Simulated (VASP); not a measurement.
Write the native input for VASP 6.6.1 that does the following.

```yaml
Task: single point
Functional: HSE06
Potentials_or_basis: VASP PAW PBE potentials, release 64 (In_d, Sb)
Cutoff: 520 eV
k_mesh: 5 × 5 × 5
Occupations: fermi-dirac, width 0.05 eV
Spin: no spin polarisation
Grid_for_exact_exchange_PRECFOCK: Normal
Screening_parameter: 0.2 1/A
Further_INCAR_settings: ALGO = Normal; EDIFF = 1e-06
```

Crystal: InSb.

```
In Sb
1.0
     0.00000    3.23910    3.23910
     3.23910    0.00000    3.23910
     3.23910    3.23910    0.00000
In Sb
1 1
Direct
  0.00000 0.00000 0.00000
  0.25000 0.25000 0.25000
```

One way to write it, as run:

POSCAR

```
InSb
1.0
    0.0000000000      3.2391000000      3.2391000000
    3.2391000000      0.0000000000      3.2391000000
    3.2391000000      3.2391000000      0.0000000000
In Sb
1 1
Direct
    0.0000000000      0.0000000000      0.0000000000
    0.2500000000      0.2500000000      0.2500000000
```

INCAR.step1

```
SYSTEM = InSb
ALGO = Normal
EDIFF = 1E-5
ENCUT = 520
GGA = PE
ISIF = 2
ISMEAR = -1
KPAR = 4
LASPH = .True.
LCHARG = .False.
LREAL = .False.
LWAVE = .True.
NELM = 80
PREC = Accurate
SIGMA = 0.05
```

INCAR.step2

```
SYSTEM = InSb
ALGO = Normal
EDIFF = 1E-6
ENCUT = 520
GGA = PE
HFSCREEN = 0.2
ISIF = 2
ISMEAR = -1
ISTART = 1
KPAR = 4
LASPH = .True.
LCHARG = .False.
LHFCALC = .True.
LREAL = .False.
LWAVE = .False.
NELM = 80
PREC = Accurate
PRECFOCK = Normal
SIGMA = 0.05
```

KPOINTS

```
k-points
0
Gamma
  5 5 5
  0 0 0
```

Potentials or basis: VASP PAW PBE potentials, release 64 (In_d, Sb).

The run is started by

```sh
$ cat potpaw_PBE.64/In_d/POTCAR potpaw_PBE.64/Sb/POTCAR > POTCAR
$ cp INCAR.step1 INCAR
$ mpirun -np 4 vasp_std > vasp.out
$ cp INCAR.step2 INCAR
$ mpirun -np 4 vasp_std > vasp.out
```

Results of the run:

```
Pressure               : 1.0 GPa
Band gap on the k mesh : 0.55 eV, direct
```

Caveat: the PAW data sets were made with another functional, which shifts forces and pressure a little; spin-orbit coupling is left out, which moves the levels of the heavy elements.

Wall time 7 min on 4 MPI ranks on Intel(R) Xeon(R) Platinum 8488C (Sapphire Rapids), with other jobs on the host, peak memory 0.32 GiB a rank.
